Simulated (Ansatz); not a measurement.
## Convergence test, Hf2Si

These are results of Ansatz, DFT r2SCAN, scalar-relativistic, plane waves, PAW, not measurements.

```cif
data_structure
_symmetry_space_group_name_H-M 'P 1'
_symmetry_Int_Tables_number 1
_cell_length_a 5.3035
_cell_length_b 5.3035
_cell_length_c 5.3035
_cell_angle_alpha 103.720
_cell_angle_beta 103.720
_cell_angle_gamma 121.712
_cell_volume 110.83
loop_
_atom_site_label
_atom_site_type_symbol
_atom_site_fract_x
_atom_site_fract_y
_atom_site_fract_z
_atom_site_occupancy
Hf1 Hf 0.84351 0.65649 0.50000 1
Hf2 Hf 0.34351 0.84351 0.18703 1
Hf3 Hf 0.15649 0.34351 0.50000 1
Hf4 Hf 0.65649 0.15649 0.81297 1
Si1 Si 0.75000 0.75000 0.00000 1
Si2 Si 0.25000 0.25000 0.00000 1
```

| Property | Result |
| --- | --- |
| Γ-centred k-mesh | 10×10×10 |
| occupation rule | Gaussian smearing, 0.1 eV |
| spin treatment | unpolarised |
| valence charge of the PAW sets | Hf 26, Si 4 |

The atoms are held and the plane-wave cutoff is swept. Energies are extrapolated to zero smearing and count from the reference run, 850 eV. The cell isn't necessarily relaxed at this level. Spin–orbit coupling is left out. Pressure is positive in compression and holds a correction for the finite cutoff (Pulay stress).

Times are rough; the reference took 2.4 min on 1 thread of Oxide Virtual Turin-like Processor (Zen 5), with other jobs on the host, peak memory 2 GiB.

```csv
cutoff (eV),ΔE (meV/atom),P (GPa),largest change of a force component (eV/Å),plane waves at Γ,wall time (s)
150,23600,-5.72,1.860,473,14
200,?,?,?,?,?
250,746,0.03,0.055,995,17
300,85.5,0.44,0.006,1311,28
350,?,?,?,?,?
380,3.03,0.45,0.000,1905,35
460,1.46,0.45,0.000,2485,60
500,?,?,?,?,?
520,?,?,?,?,?
600,0.85,0.45,0.000,3727,75
700,0.46,0.46,0.000,4667,130
850,0.00,0.46,0.000,6245,140
```

Fill in the withheld rows.

The withheld rows:

```csv
cutoff (eV),ΔE (meV/atom),P (GPa),largest change of a force component (eV/Å),plane waves at Γ,wall time (s)
200,4126,-1.81,0.342,701,18
350,7.77,0.49,0.001,1651,30
500,1.22,0.45,0.000,2829,76
520,1.14,0.45,0.000,2993,56
```